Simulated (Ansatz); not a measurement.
Relaxed BaSnO₃ (cubic perovskite):

```
BaSnO3
1.0
    4.13052     0.00000     0.00000
    0.00000     4.13052     0.00000
    0.00000     0.00000     4.13052
Ba Sn O
1 1 3
Direct
  0.00000   0.00000   0.00000
  0.50000   0.50000   0.50000
  0.00000   0.50000   0.50000
  0.50000   0.50000   0.00000
  0.50000   0.00000   0.50000
```

In this cell atom 5 (O, nearest neighbour Sn at 2.065 Å; its periodic images, 4.1 Å or more away, move with it) is moved by u·(1.000, 0.000, 0.000) + v·(0.000, 0.000, 1.000); the rest is frozen.

The numbers are results of r2SCAN (plane waves to 500 eV, PAW, scalar-relativistic; Ansatz, an electronic-structure program), not measurements. k mesh 7×7×7 (Γ-centred), Fermi-Dirac smearing 0.05 eV. Points where atoms come too close for the PAW data are left out (x in tables, blank in figures). Fu and Fv are the components of the force on the atom. BaSnO3 was relaxed with its symmetry unable to fall. The PAW data are Ansatz's earlier set. 

Estimate the Fv (eV/Å) for all points of the grid u = -0.680, -0.340, 0.000, 0.340, 0.680 by v = -0.680, -0.340, 0.000, 0.340, 0.680.

Fv (eV/Å), with u across and v down:

```
v \ u   -0.680  -0.340  0.000  0.340  0.680
------  ------  ------  -----  -----  -----
-0.680       x    4.43   3.56   4.43      x
-0.340    3.13    1.81   1.37   1.81   3.13
0.000     0.00    0.00   0.00   0.00   0.00
0.340    -3.13   -1.81  -1.37  -1.81  -3.13
0.680        x   -4.43  -3.56  -4.43      x
```

(For displaced atoms, the force is minus the slope of the energy, and its curvature is a force constant, which sets phonon frequencies.)
